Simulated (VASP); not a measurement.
# KCl (Sylvite) (Fm-3m) in VASP: settings compared, part 2 of 2

VASP 6.6.1.

**4. Relaxation of cell and atoms, PBEsol**

The input, INCAR:

```
SYSTEM = KCl
PREC = Accurate
ENCUT = 600
EDIFF = 1E-6
ISMEAR = 0
SIGMA = 0.03
LREAL = .False.
LASPH = .True.
NELM = 80
ALGO = Normal
ISIF = 3
LWAVE = .False.
LCHARG = .False.
GGA = PS
IBRION = 2
NSW = 90
EDIFFG = -0.01
```

The input, KPOINTS:

```
regular mesh
0
Gamma
  8 8 8
  0 0 0
```

The input, POSCAR:

```
KCl
1.0
    0.0000000000      3.1464700000      3.1464700000
    3.1464700000      0.0000000000      3.1464700000
    3.1464700000      3.1464700000      0.0000000000
K Cl
1 1
Direct
    0.0000000000      0.0000000000      0.0000000000
    0.5000000000      0.5000000000      0.5000000000
```

Potentials or basis: VASP PAW PBE potentials, release 64 (K_sv, Cl).

The run is started by

```bash
> cat potpaw_PBE.64/K_sv/POTCAR potpaw_PBE.64/Cl/POTCAR > POTCAR
> mpirun -np 1 vasp_std > vasp.out
```

OUTCAR:

```text
SYSTEM = KCl
   PREC = Accurate
   ENCUT = 600
   EDIFF = 1E-6
   ISMEAR = 0
   LREAL = .False.
   LASPH = .True.
   NELM = 80
   ISIF = 3
   GGA = PS
   IBRION = 2
   NSW = 90
   EDIFFG = -0.01

 ion  position               nearest neighbor table
   1  0.000  0.000  0.000-   2 3.15   2 3.15   2 3.15   2 3.15   2 3.15   2 3.15
   2  0.500  0.500  0.500-   1 3.15   1 3.15   1 3.15   1 3.15   1 3.15   1 3.15

  LATTYP: Found a face centered cubic cell.
 ALAT       =     6.2929400000

  Lattice vectors:

 A1 = (   0.0000000000,   3.1464700000,   3.1464700000)
 A2 = (   3.1464700000,   0.0000000000,   3.1464700000)
 A3 = (   3.1464700000,   3.1464700000,   0.0000000000)

Analysis of symmetry for initial positions (statically):
=====================================================================
 Subroutine PRICEL returns:
 Original cell was already a primitive cell.

 Routine SETGRP: Setting up the symmetry group for a
 face centered cubic supercell.

 Subroutine GETGRP returns: Found 48 space group operations
 (whereof 48 operations were pure point group operations)
 out of a pool of 48 trial point group operations.

The static configuration has the point symmetry O_h .

Analysis of symmetry for dynamics (positions and initial velocities):
=====================================================================
 Subroutine PRICEL returns:
 Original cell was already a primitive cell.

 Routine SETGRP: Setting up the symmetry group for a
 face centered cubic supercell.

 Subroutine GETGRP returns: Found 48 space group operations
 (whereof 48 operations were pure point group operations)
 out of a pool of 48 trial point group operations.

The dynamic configuration has the point symmetry O_h .

 Subroutine INISYM returns: Found 48 space group operations
 (whereof 48 operations are pure point group operations),
 and found     1 'primitive' translations

----------------------------------------------------------------------------------------
[... 138 lines left out ...]
  ext. energy  EPLUGINS =         0.00000000
  ---------------------------------------------------
  free energy    TOTEN  =        -7.02211339 eV

  energy without entropy =       -7.02211339  energy(sigma->0) =       -7.02211339

------------------------ aborting loop because EDIFF is reached ----------------------------------------

  FORCE on cell =-STRESS in cart. coord.  units (eV):
  Direction    XX          YY          ZZ          XY          YZ          ZX
  --------------------------------------------------------------------------------------
  -------------------------------------------------------------------------------------
  Total       -0.1310452     -0.1310452     -0.1310452      0.0000000      0.0000000      0.0000000
  in kB       -3.3700077     -3.3700077     -3.3700077      0.0000000      0.0000000      0.0000000
  external PRESSURE =      -3.3700077 kB  Pullay stress =       0.0000000 kB
[... 59 lines left out ...]
--------------------------------------- Ionic step        3  -------------------------------------------

 number of electron      16.0000002 magnetization

 Free energy of the ion-electron system (eV)
  ---------------------------------------------------
  ext. energy  EPLUGINS =         0.00000000
  ---------------------------------------------------
  free energy    TOTEN  =        -7.02339455 eV

  energy without entropy =       -7.02339455  energy(sigma->0) =       -7.02339455

 E-fermi :  -1.6926     XC(G=0):  -7.8009

 val. band max:       -1.8316482872   @ k =   0.0000   0.0000   0.0000
 cond. band min:       3.2506949648   @ k =   0.0000   0.0000   0.0000
 fundamental gap:      5.0823432520
 Fermi energy:        -1.6926146279

 k-point     1 :       0.0000    0.0000    0.0000
  band No.  band energies     occupation
      1     -28.8310      2.00000
      2     -13.9444      2.00000
      3     -12.3583      2.00000
      4     -12.3583      2.00000
      5     -12.3583      2.00000
      6      -1.8316      2.00000
      7      -1.8316      2.00000
      8      -1.8316      2.00000
      9       3.2507      0.00000
     10       6.4694      0.00000
     11       6.4694      0.00000
     12       6.4694      0.00000
[... 331 lines left out ...]
 k-point    24 :      -0.3750    0.2500    0.1250
  band No.  band energies     occupation
      1     -28.8169      2.00000
      2     -14.0425      2.00000
      3     -12.4192      2.00000
      4     -12.3949      2.00000
      5     -12.2044      2.00000
      6      -2.7229      2.00000
      7      -2.2577      2.00000
      8      -2.1853      2.00000
      9       5.9150      0.00000
     10       6.4380      0.00000
     11       8.2312      0.00000
     12       8.3227      0.00000

 [... further k-points ...]

------------------------ aborting loop because EDIFF is reached ----------------------------------------

  FORCE on cell =-STRESS in cart. coord.  units (eV):
  Direction    XX          YY          ZZ          XY          YZ          ZX
  --------------------------------------------------------------------------------------
  -------------------------------------------------------------------------------------
  Total       -0.0047916     -0.0047916     -0.0047916      0.0000000     -0.0000000     -0.0000000
  in kB       -0.1255389     -0.1255389     -0.1255389      0.0000000     -0.0000000     -0.0000000
  external PRESSURE =      -0.1255389 kB  Pullay stress =       0.0000000 kB
[... 17 lines left out ...]
  FREE ENERGIE OF THE ION-ELECTRON SYSTEM (eV)
  ---------------------------------------------------
  free  energy   TOTEN  =        -7.0233945482 eV

  energy  without entropy=       -7.0233945482  energy(sigma->0) =       -7.02339455

 reached required accuracy - stopping structural energy minimisation
```

OSZICAR:

```text
N       E                     dE             d eps       ncg     rms          rms(c)
DAV:   1     0.122146358915E+03    0.12215E+03   -0.79660E+03   696   0.134E+03
DAV:   2     0.291609830935E+00   -0.12185E+03   -0.11298E+03   908   0.296E+02
DAV:   3    -0.705633380576E+01   -0.73479E+01   -0.73045E+01   896   0.679E+01
[... 25 lines left out ...]
DAV:   4    -0.702335724914E+01   -0.35461E-04   -0.20967E-04  1292   0.864E-02    0.852E-02
DAV:   5    -0.702339488545E+01   -0.37636E-04   -0.14242E-04  1248   0.629E-02    0.131E-02
DAV:   6    -0.702339303041E+01    0.18550E-05   -0.48464E-06  1088   0.221E-02    0.632E-03
DAV:   7    -0.702339517017E+01   -0.21398E-05   -0.13330E-06   764   0.927E-03    0.382E-03
DAV:   8    -0.702339454821E+01    0.62196E-06   -0.17588E-07   476   0.461E-03
   3 F= -.70233945E+01 E0= -.70233945E+01  d E =-.128116E-02
```

CONTCAR:

```text
KCl
   1.00000000000000
     0.0000000000000000    3.1269960052541399    3.1269960052541399
     3.1269960052541399    0.0000000000000000    3.1269960052541399
     3.1269960052541399    3.1269960052541399    0.0000000000000000
  K               Cl
     1     1
Direct
     0.0000000000000000    0.0000000000000000    0.0000000000000000
     0.5000000000000000    0.5000000000000000    0.5000000000000000

  0.00000000E+00  0.00000000E+00  0.00000000E+00
  0.00000000E+00  0.00000000E+00  0.00000000E+00
```

Wall time 38 s (1 thread of AMD EPYC 9R45 (Zen 5), shared host); peak memory 0.19 GiB.

What came out:

- Free energy: -7.0234 eV
- Relaxed volume: 30.58 Å³/atom
- Relaxed cell: a = 4.422 Å, b = 4.422 Å, c = 4.422 Å, α = 60.00°, β = 60.00°, γ = 60.00°
- Space group after relaxing (to 0.05 Å): Fm-3m (No. 225)
- Energy gained by relaxing: 0.6 meV/atom
- Ionic steps: 3
- Pressure after relaxing: 0.0 GPa
- Band gap on the k mesh: 5.08 eV, direct

Step by step:
| step | energy change (eV) | largest force (eV/Å) | pressure (GPa) | volume (Å³) |
| --- | --- | --- | --- | --- |
| 1 | 0.0000 | 0.0000 | -0.34 | 62.30 |
| 2 | -0.0010 | 0.0000 | -0.18 | 61.71 |
| 3 | -0.0013 | 0.0000 | -0.01 | 61.15 |

Final structure:
```
K Cl
1.0
     0.00000    3.12700    3.12700
     3.12700    0.00000    3.12700
     3.12700    3.12700    0.00000
K Cl
1 1
Direct
  0.00000 0.00000 0.00000
  0.50000 0.50000 0.50000
```

Caveat: the PAW data sets were made with another functional, which shifts forces and pressure a little.
